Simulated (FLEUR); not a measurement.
Crystal: Ag.

```xyz
1
Lattice="0.0000 2.0427 2.0427 2.0427 0.0000 2.0427 2.0427 2.0427 0.0000" Properties=species:S:1:pos:R:3 pbc="T T T"
Ag    0.0000    0.0000    0.0000
```

```yaml
Program: FLEUR MaX-R8.1 (later development tree)
Task: single point
Functional: PBE
Potentials_or_basis: all-electron
Basis: FLAPW
Kmax: 4.1 1/bohr
k_mesh: 11 × 11 × 11
Occupations: fermi-dirac, width 0.05 eV
Spin: no spin polarisation
Gmax: 12.7 1/bohr
Muffin-tin_radii: Ag 2.48 bohr
lmax: Ag 10
Local_orbitals_a_species: Ag 5
Max_iterations: 60
Mixing_factor: 0.05
Mixer: Anderson
Mixer_history: 15
Density_convergence: 1e-05 me/bohr^3
```

On this cell: band gap on the k mesh none (metal or under the smearing width).

The same run follows on a disturbed copy (cell strained at random at fixed volume):

```
Ag
1.0
    -0.00622    2.03863    2.06720
     2.01497    0.04695    2.01403
     2.08560    2.05608   -0.02368
Ag
1
Direct
  0.00221 0.02855 0.98957
```

Task: What changes?

Result: The energy (extrapolated to zero smearing) moves by +6.5 meV/atom; band gap on the k mesh none (metal or under the smearing width).
